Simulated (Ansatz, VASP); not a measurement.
# Mg3I2: VASP beside Ansatz

```
Mg I
1.0
     3.78947    2.18785    7.59493
    -3.78947    2.18785    7.59493
     0.00000   -4.37570    7.59493
Mg I
6 4
Direct
  0.98026 0.51974 0.75000
  0.75000 0.98026 0.51974
  0.51974 0.75000 0.98026
  0.01974 0.48026 0.25000
  0.25000 0.01974 0.48026
  0.48026 0.25000 0.01974
  0.90310 0.90310 0.90310
  0.59690 0.59690 0.59690
  0.09690 0.09690 0.09690
  0.40310 0.40310 0.40310
```

Alike in both runs: functional PBE; k mesh 3 × 3 × 3; occupations gaussian, width 0.1 eV; no spin polarisation.

Ansatz relaxed the structure, and its values are those at the end. VASP's run is a single point on that final structure, the one shown.

|  | VASP | Ansatz |
| --- | --- | --- |
| version | VASP 6.6.1 | Ansatz 0.2.0 |
| potentials or method | VASP PAW PBE potentials, release 64 (Mg, I) | scalar-relativistic, plane waves, PAW |
| plane-wave cutoff (eV) | 520 | 420 |
| valence electrons in the cell | 40 | 128 |

```csv
,VASP,Ansatz,Ansatz less VASP
gap on the k mesh at the Fermi level (eV),none,none,-
pressure (GPa),0.1,0.1,+0.03
rms of the force components (eV/Å),0.008,0.008,+0.0005
```

A gap of «none» marks a metal or a gap that the smearing closes. The two sets of potentials don't hold the same shells in valence.

Spin-orbit coupling is left out, which matters for the levels of I.
